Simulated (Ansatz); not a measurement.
# Relaxing BaTiO$_{3}$

Method: DFT r2SCAN+U, scalar-relativistic, plane waves, PAW (Ansatz). Run with 500 eV cutoff, 6×6×6 k-mesh, Gaussian smearing of 0.02 eV, no spin polarisation, U_eff Ti 4.0 eV on d shells.

What was changed: biaxial strain in the a-b plane, c and atoms relaxed: +4.5 %.

Command:

```bash
ansatz run input.yaml --threads 1 --pin off --max-ram 2560MiB --backend cpu --events-out ev --progress --plain --runs-dir out
```

Input:

```yaml
crystal:
  lattice:
    - [2.9645160655, 1.7115641484, 2.4253564884]
    - [-2.9645160655, 1.7115641484, 2.4253564884]
    - [0.0, -3.1869625645, 2.2586952975]
  atoms:
    - { symbol: Ba, position: [0.0057784101, 0.0057784101, -0.0057813391] }
    - { symbol: Ti, position: [0.5204283789, 0.5204283789, 0.4942276757] }
    - { symbol: O, position: [0.4913986598, 0.9715260133, 0.4942188769] }
    - { symbol: O, position: [0.4819695377, 0.4819695377, 0.9942169095] }
    - { symbol: O, position: [0.9715260133, 0.4913986598, 0.4942188769] }
basis:
  ecutwfc: 500
kpoints:
  mp_grid: { grid: [6, 6, 6] }
hamiltonian:
  xc: r2scan
  hubbard: { sites: [{ species: Ti, l: d, u_eff: 4.0 }] }
scf:
  occupations: { method: gaussian, width: 0.02 }
output:
  forces: true
  stress: true
  eigenvalues: true
relax:
  adjacent_minimum: "off"
  f_tol: 0.008
  max_steps: 40
  cell: { stress_tol: 0.015, fix: [a, b, gamma] }
```

F is the free energy. Steps run on the plane waves of an earlier cell, but the last one, and at times one on the way, on a freshly chosen basis, so a repeated geometry can differ a little in energy. The held parts of the cell keep their stress, so P needn't end at zero.

Steps:

| step | F − F(1) (eV) | largest force component (eV/Å) | V (Å³/atom) | P (GPa) |
| --- | --- | --- | --- | --- |
| 1 | 0.0000 | 0.370 | 13.750 | -5.81 |
| 2 | -0.0058 | 0.430 | 13.704 | -4.81 |
| 3 | -0.0132 | 0.272 | 13.664 | -3.87 |
| 4 | -0.0181 | 0.032 | 13.666 | -3.17 |
| 5 | -0.0183 | 0.002 | 13.689 | -3.27 |
| 6 | -0.0182 | 0.002 | 13.689 | -3.27 |

Relaxed structure:

```
CELL_PARAMETERS angstrom
2.96452 1.71400 2.42363
-2.96452 1.71400 2.42363
0.00000 -3.17500 2.24544
ATOMIC_POSITIONS crystal
Ba 0.00931 0.00931 0.99422
Ti 0.52530 0.52530 0.49424
O 0.49305 0.96622 0.49422
O 0.47723 0.47723 0.99421
O 0.96622 0.49305 0.49422
```

Symmetry: Amm2, No. 38, orthorhombic system. The conventional cell has a = 3.889 Å, b = 5.929 Å, c = 5.937 Å, α = 90.00°, β = 90.00°, γ = 90.00°. Ba (site symmetry mm2) has 12 O at 2.78 to 3.16 Å as nearest neighbours. Around Ti (site symmetry mm2) lie 4 O at 1.85 to 1.97 Å. Around O (site symmetry m) lie 1 Ti at 1.85 Å. O (site symmetry mm2) is surrounded by 2 Ti at 1.97 Å.

The run converged. The run took 85 s on 1 thread of Intel(R) Xeon(R) 6975P-C (Granite Rapids), with other jobs on the host, peak memory 0.69 GiB.